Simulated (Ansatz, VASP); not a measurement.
# Cross-check of P2W between VASP and Ansatz, part 2 of 2

One calculation is typed for both programs; each brings its own data sets. How far apart do they land? The cell is taken from a series of runs on this material, whose earlier steps may have relaxed, scaled, displaced or heated it; both programs get it as it stands.

VASP 6.6.1 and Ansatz 0.2.0.

So far: Set-up; VASP: relaxation of cell and atoms, BLYP with D3(BJ).

## 3. Ansatz: relaxation of cell and atoms, BLYP with D3(BJ)

Level of this step: Ansatz beside VASP: Kohn-Sham DFT, plane waves, BLYP with D3(BJ) (Ansatz).

Ansatz runs on its default PAW (the set named soft_2) files.

The same cell, functional (in two slightly different forms), mesh and smearing now go to Ansatz, which takes its cutoff from its data sets.

Contents of input.yaml:

```yaml
crystal:
  lattice:
    - [4.25, -1.584, 0.0]
    - [4.25, 1.584, 0.0]
    - [-3.6613405039, 0.0, 6.5065921737]
  atoms:
    - { symbol: P, position: [0.138, 0.138, 0.0241] }
    - { symbol: P, position: [0.862, 0.862, 0.9759] }
    - { symbol: P, position: [0.5988, 0.5988, 0.3968] }
    - { symbol: P, position: [0.4012, 0.4012, 0.6032] }
    - { symbol: W, position: [0.8418, 0.8418, 0.2935] }
    - { symbol: W, position: [0.1582, 0.1582, 0.7065] }
kpoints:
  mp_grid: { grid: [10, 10, 6] }
hamiltonian:
  xc: blyp
  dispersion: d3bj
scf:
  occupations: { method: gaussian, width: 0.1 }
output:
  forces: true
  stress: true
  eigenvalues: true
relax:
  adjacent_minimum: "off"
  f_tol: 0.005
  max_steps: 60
  cell: { stress_tol: 0.03 }
```

Command:

```
$ ansatz run input.yaml --threads 8 --pin off --max-ram 16384MiB --backend cpu --events-out ev --progress --plain --runs-dir out
```

Numbers of over 12 decimals in the logs are rounded to 6 here.

Output:

```text
Engine: ansatz 0.2.0, aarch64-unknown-linux-gnu
Pseudopotentials: kind: paw
Pseudopotential: P, paw, valence charge 5, recommended cutoff 420 eV (normal), P.paw.azcp
Pseudopotential: W, paw, valence charge 14, recommended cutoff 420 eV (normal), W.paw.azcp
Functional definition: BLYP
  parameter beta = 0.0042
  parameter a = 0.04918
  parameter b = 0.132
  parameter c = 0.2533
  parameter d = 0.349
  exchange = b88_x(beta = beta)
  correlation = lyp_c(a = a, b = b, c = c, d = d)
Crystal: 6 atoms, lattice volume = 87.605 Å³
Basis set: ecut = 420 eV, 1737 PW (Γ), exchange–correlation on 64×64×100 points (8 copies of the dense FFT grid, shifted against one another)
Bands: 30, of which v1, the nominal top of the filled ones, is band 24 counted from 1 (23 counted from 0)
Symmetry: 4 space group operations
Space group: C2/m (ITA 12), of the structure as read, at distance tolerance 4.4e-5 Å
k-points: 172 of 600
Non-local potential: P, projectors of the file, l = 0: 2, l = 1: 2, l = 2: 2
Non-local potential: W, projectors of the file, l = 0: 3, l = 1: 2, l = 2: 2, l = 3: 1
PAW form: soft (Blöchl's): semilocal exchange-correlation on the pseudo side does not see the compensation charge
PAW frozen core: P, regenerated for the run's functional, and the local potential with it (the file was generated under x = pbe(κ = 0.804, μ = 0.219515), c = pbe(β = 0.066725))
PAW frozen core: W, regenerated for the run's functional, and the local potential with it (the file was generated under x = pbe(κ = 0.804, μ = 0.219515), c = pbe(β = 0.066725))
PAW one-centre angular grid: P, 110 points (default); XC on 64 Gauss nodes
PAW one-centre angular grid: W, 590 points (default); XC on 64 Gauss nodes
Initial density: superposition of atomic densities (neutral atoms: chi_scale 0, normalization atom), corrected by the library's trained network
Initial wavefunctions: pseudopotential atomic-orbital guess
Functional: x = b88, c = lyp
SCF iter   1: F=—  HF=-23865.492307 eV  |F-HF|=—  |Δ(HF+E_count)|=         —  Δρ=1.24e-2  dr2=1.25e-1  ethr=1.77e-3  ⟨swp⟩=5.9  Hψ=24971  notcnv=0
preconditioner: auto → Kerker (q_TF=auto, 2.468 Å⁻¹)  [metal: Δε(μ)=0.029 eV  Ē_g=7.948 eV  σ=0.100 eV  W_gap=0.16  n_scr=20 (ndim 8)  ℏωp=22.4 eV  f_vac=0.000  D(μ)=1.50/eV (n_scr^D=6)]
SCF iter   2: F=—  HF=-23865.466823 eV  |F-HF|=—  |Δ(HF+E_count)|=   2.55e-2  Δρ=7.33e-3  dr2=4.54e-2  ethr=2.60e-4  ⟨swp⟩=1.0  Hψ=6539  notcnv=0
SCF iter   3: F=—  HF=-23865.454292 eV  |F-HF|=—  |Δ(HF+E_count)|=   1.25e-2  Δρ=9.23e-4  dr2=8.11e-4  ethr=9.47e-5  ⟨swp⟩=2.0  Hψ=7700  notcnv=0
SCF iter   4: F=—  HF=-23865.454222 eV  |F-HF|=—  |Δ(HF+E_count)|=   7.02e-5  Δρ=2.28e-4  dr2=5.04e-5  ethr=1.69e-6  ⟨swp⟩=2.3  Hψ=7746  notcnv=0
SCF iter   5: F=—  HF=-23865.454246 eV  |F-HF|=—  |Δ(HF+E_count)|=   2.39e-5  Δρ=6.03e-5  dr2=6.20e-6  ethr=1.05e-7  ⟨swp⟩=2.0  Hψ=7541  notcnv=0  defer=5
SCF iter   6: F=—  HF=-23865.454247 eV  |F-HF|=—  |Δ(HF+E_count)|=   9.55e-7  Δρ=2.48e-5  dr2=8.12e-7  ethr=1.29e-8  ⟨swp⟩=2.0  Hψ=7041  notcnv=0  defer=8
SCF iter   7: F=-23865.454247 eV  HF=-23865.454247 eV  |F-HF|=3.10e-8  |Δ(HF+E_count)|=   8.87e-8  Δρ=7.10e-6  dr2=7.06e-8  ethr=2.08e-10  ⟨swp⟩=8.6  Hψ=26468  notcnv=0
SCF 1 converged in 7 iterations: F = -23865.454247 eV  dr2 = 7.06e-8
  greatest PAW one-centre occupation: 1.000 electrons in one spin orbital (limit 2), on the W atom at site 5 (counted from 0), in its partial waves of l = 0
relax step   1: F+E_penalty+E_count = -23865.45424671 eV  Δ(F+E_penalty+E_count) = +0.000e0 eV  max|allowed force component| = 3.132e-1 eV/Å  Δτ_max = 0.0000 Å  P = -0.601 GPa  Ω = 87.605 Å³  (7 SCF iters, dr2 threshold 1.00e-7 eV, accepted)
[...]
relax step   5: F+E_penalty+E_count = -23865.46299232 eV  Δ(F+E_penalty+E_count) = -6.961e-5 eV  max|allowed force component| = 1.111e-2 eV/Å  Δτ_max = 0.0028 Å  P = -0.031 GPa  Ω = 87.409 Å³  energy of the carried Pulay correction = +5.279e-5 eV  (5 SCF iters, dr2 threshold 3.54e-8 eV, accepted)
[...]
relax step   6: F+E_penalty+E_count = -23865.46300461 eV  Δ(F+E_penalty+E_count) = -1.229e-5 eV  max|allowed force component| = 4.547e-3 eV/Å  Δτ_max = 0.0006 Å  P = +0.013 GPa  Ω = 87.390 Å³  energy of the carried Pulay correction = +5.797e-5 eV  (5 SCF iters, dr2 threshold 7.71e-9 eV, accepted)
[...]
relax step   7: F+E_penalty+E_count = -23865.46300562 eV  Δ(F+E_penalty+E_count) = -1.009e-6 eV  max|allowed force component| = 5.884e-4 eV/Å  Δτ_max = 0.0002 Å  P = -0.002 GPa  Ω = 87.396 Å³  energy of the carried Pulay correction = +5.639e-5 eV  (4 SCF iters, dr2 threshold 2.40e-9 eV, accepted)
[...]
relax step   8: F+E_penalty+E_count = -23865.46295365 eV  Δ(F+E_penalty+E_count) = +5.197e-5 eV  max|allowed force component| = 5.898e-4 eV/Å  Δτ_max = 0.0000 Å  P = -0.002 GPa  Ω = 87.396 Å³  stress off target by 5.99e-3 GPa  SCF on the basis re-selected at this cell (its energy is not comparable with the rows above)  (5 SCF iters)
basis re-selected at this cell: Δ(F+E_penalty+E_count) = +5.197e-5 eV, ΔP = -0.001 GPa vs the last step (what re-selecting the basis moved, of the pressure what is left beyond the Pulay correction that the steps carried, after the strain that the cell walked since its last selection, with what the two solves' SCF thresholds leave and, on support functions, any second-order correction that the steps lacked; it is no m [...]
SCF converged after 5 iterations
Free energy (F): -23865.462954 eV
Harris-Foulkes:  -23865.462954 eV  (|F-HF|=1.82e-11)
Internal energy: -23865.454737 eV  (E = F + TS)
E sigma→0 (E₀):  -23865.458845 eV
Entropy (-TS):   -0.008217 eV (-1.370 meV/atom)
Fermi energy:    16.262728 eV
--- Per-component energies (eV) ---
  E_band       = -167.438002
  E_kinetic    = 1204.058490
  E_local      = -2140.073981  (includes V_loc(G=0)·N_el)
  E_nonlocal   = 140.420873
  E_hartree    = 811.860049
  E_xc         = -774.142757
  E_vxc        = -712.596945  (∫ρ·V_xc dr)
  E_paw        = -19481.418547  (= ΣΔE_a)
  E_vpaw       = -282.966450  (= ΣTr[D̂ρ^β])
  E_aug_tail   = -0.000094  (compensation charges beyond the density's cutoff)
  E_ewald      = -3618.810043
  E_disp       = -7.794382  (pairwise vdW)
  E_core_change = 0.445656  (= ΣΔE_core)
  E_smearing   = -0.008217  (= −TS)
  E_closure    = 0.000000  (closes the sum)
  Σ components = -23865.462954   (vs F -23865.462954, Δ=0.00e0)
--- Forces (eV/Å), atoms counted from 1 ---
  atom   1  P     -0.00036995    -0.00000000     0.00008905
  atom   2  P      0.00036995     0.00000000    -0.00008905
  atom   3  P     -0.00030114    -0.00000000    -0.00016002
  atom   4  P      0.00030114     0.00000000     0.00016002
  atom   5  W      0.00058979    -0.00000000     0.00013490
  atom   6  W     -0.00058979     0.00000000    -0.00013490
  max |Σ_I F_I| component: 1.08e-19 eV/Å
--- Stress (GPa, compression-positive) ---
       -0.002507      -0.000000      -0.002942
       -0.000000      -0.001355       0.000000
       -0.002941       0.000000      -0.003500
  P = ⅓ Tr σ = -0.0025 GPa (-0.025 kbar)
--- Band table (eV; the first three rows and the last of 172) ---
  k-point 0: bands = [... 20 lower, 13.8767, 14.0939, 14.5962, 15.9030, 16.7014, 17.1104, 18.0381, 19.1918, ... 2 higher]
  k-point 1: bands = [... 20 lower, 13.8816, 14.2633, 14.3457, 16.0532, 16.8535, 16.9371, 18.1554, 19.3464, ... 2 higher]
  k-point 2: bands = [... 20 lower, 13.7204, 14.2523, 14.6142, 15.6798, 17.1364, 17.4732, 18.3352, 18.9891, ... 2 higher]
  k-point 171: bands = [... 20 lower, 14.2668, 14.4107, 15.1673, 15.7384, 16.8832, 17.2744, 17.4849, 18.5568, ... 2 higher]
--- Relaxed structure (7 steps of the walk, 7 accepted, 1 SCFs on fresh bases) ---
  F+E_penalty+E_count = -23865.46295365 eV   max|allowed force component| = 5.898e-4 eV/Å   (the final SCF, on the basis selected at the relaxed cell)
  cell:  # Å, volume = 87.3957 Å³
    - [4.238613, -1.589559, 0.00178358]
    - [4.238613, 1.589559, 0.00178358]
    - [-3.648800, 4.343219255664509e-18, 6.484206]
  atoms:
    - { symbol: P, position: [0.137023, 0.137023, 0.025360] }
    - { symbol: P, position: [0.862977, 0.862977, 0.974640] }
    - { symbol: P, position: [0.599264, 0.599264, 0.397291] }
    - { symbol: P, position: [0.400736, 0.400736, 0.602709] }
    - { symbol: W, position: [0.841256, 0.841256, 0.292804] }
    - { symbol: W, position: [0.158744, 0.158744, 0.707196] }
```

## 4. Side by side

Known differences besides the potentials themselves: the data sets hold 48 valence electrons in Ansatz (on its default PAW (the set named soft_2) files) and 32 in VASP; the cutoff is 420 eV in Ansatz and 600 eV in VASP; Ansatz makes its cores anew for this functional, VASP keeps those of its PBE data sets; VASP's log shows a relativistic correction to its local exchange, Ansatz's none; Ansatz adds a Pulay correction to the stress that steers its cell, VASP none. Total energies have different zeros and are not compared.

The two programs side by side:

```tsv
quantity	Ansatz	VASP	difference
volume (Å³)	87.40	87.60	-0.23 %
edge a after relaxation, in the typed setting (Å)	4.527	4.531	-0.09 %
edge c after relaxation, in the typed setting (Å)	7.440	7.447	-0.09 %
```

## 5. Summary of results

| Item | Value |
| --- | --- |
| difference in volume (relaxation of cell and atoms, BLYP with D3(BJ)) | -0.23 % |

What this shows: The difference in volume is -0.23 % (relaxation of cell and atoms, BLYP with D3(BJ)), within the 1.2 % picked in this series as the mark of a large difference, as far as the stopping tolerances let one tell. The data sets hold unlike numbers of valence electrons (48 in Ansatz and 32 in VASP), so part of the differences comes from the potentials. 2 further runs of this series are not shown here. How closely two codes agree says nothing of how well the functional describes the real material.

[Lines on the potential files, build, host, timing and source positions are cut from VASP's logs without a mark.]

[Logs are printed without paths, hosts, clocks, repeated set-up lines and the standing remarks that a program may print on its own settings, such as how far it seeks lower states.]

[Hosts, paths, dates, database ids (printed as entryN), source tags and the programs' standing remarks are cut or masked in the printed files.]
